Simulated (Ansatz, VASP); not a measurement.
# One calculation of Si, two programs

Contents of INCAR:

```
PREC     = Accurate       # precision mode
ENCUT    = 520            # plane-wave cutoff, eV
EDIFF    = 1E-6           # SCF threshold, eV
ISMEAR   = 0              # smearing method
SIGMA    = 0.03           # smearing width, eV
LREAL    = False          # projectors in reciprocal space
LASPH    = True           # aspherical terms in the spheres
NELM     = 100            # most SCF steps
ALGO     = Normal         # electronic algorithm
ISIF     = 2              # what is computed and relaxed
LWAVE    = False          # write WAVECAR
LCHARG   = False          # write CHGCAR
GGA      = PE             # functional
```

KPOINTS

```
regular mesh
0
Gamma
  8 8 8
```

Contents of POSCAR:

```
Si
1.0
    0.0000000000      2.7218511865      2.7218511865
    2.7218511865      0.0000000000      2.7218511865
    2.7218511865      2.7218511865      0.0000000000
Si
2
Direct
    0.5000000000      0.5000000000      0.5000000000
    0.7500000000      0.7500000000      0.7500000000
```

File input.yaml:

```yaml
crystal:
  lattice:
    - [0.0, 2.7218511865, 2.7218511865]
    - [2.7218511865, 0.0, 2.7218511865]
    - [2.7218511865, 2.7218511865, 0.0]
  atoms:
    - { symbol: Si, position: [0.5, 0.5, 0.5] }
    - { symbol: Si, position: [0.75, 0.75, 0.75] }
hamiltonian:
  xc: pbe
  pseudopotentials: { kind: paw }
kpoints:
  mp_grid: { grid: [8, 8, 8] }
scf:
  occupations: { method: gaussian, width: 0.03 }
output:
  forces: true
  stress: true
  eigenvalues: true
  write_density: true
  write_potential: true
  elf: true
  volumetric_format: npy
```

Alike in both runs: task single point; functional PBE; k mesh 8 × 8 × 8; occupations gaussian, width 0.03 eV; no spin polarisation.

|  | VASP | Ansatz |
| --- | --- | --- |
| version | VASP 6.6.1 | Ansatz 0.2.0 |
| potentials or method | VASP PAW PBE potentials, release 64 (Si) | Ansatz PAW |
| plane-wave cutoff (eV) | 520 | 420 |
| valence electrons in the cell | 8 | 8 |

|  | VASP | Ansatz | Ansatz less VASP |
| --- | --- | --- | --- |
| gap on the k mesh at the Fermi level (eV) | 0.63 | 0.63 | -0.003 |
| least direct gap on the mesh (eV) | 2.56 | 2.56 | -0.005 |
| pressure (GPa) | 1.3 | 1.3 | +0.08 |

A k mesh can miss the band edges. Expect the measured gap to be larger: semilocal functionals such as PBE lack the derivative discontinuity.
